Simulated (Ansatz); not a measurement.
All numbers below come from DFT PBEsol, scalar-relativistic, plane waves, PAW (Ansatz 0.2.0).

Plane waves to 420 eV, a k mesh through Γ of 12×14×14 on the computed 2-atom cell and Gaussian smearing (0.10 eV); no spin polarisation.

```yaml
crystal:
  lattice:
    - [-1.72050, 2.60624, 1.94433]
    - [1.77118, -2.63747, 2.03270]
    - [1.66195, 2.59809, -1.98658]
  atoms:
    - { symbol: P, position: [0.78995, 0.03421, 0.76381] }
    - { symbol: P, position: [0.21005, 0.96579, 0.23619] }
```

Is this geometry at equilibrium? Which atom feels the largest force?

It isn't. Atom 1 (P) feels (-0.02, 0.30, 1.25) eV/Å, 1.282 eV/Å in size, and symmetry-related atoms feel the same size.

Give all forces and the stress.

```tsv
atom	Fx	Fy	Fz
P1	-0.018	0.298	1.247
P2	0.018	-0.298	-1.247
```
Stress (GPa, compression positive):
```
 -8.60   1.12  -1.27
  1.12 -12.70   3.26
 -1.27   3.26 -19.00
```

This form isn't the element's structure at ambient conditions.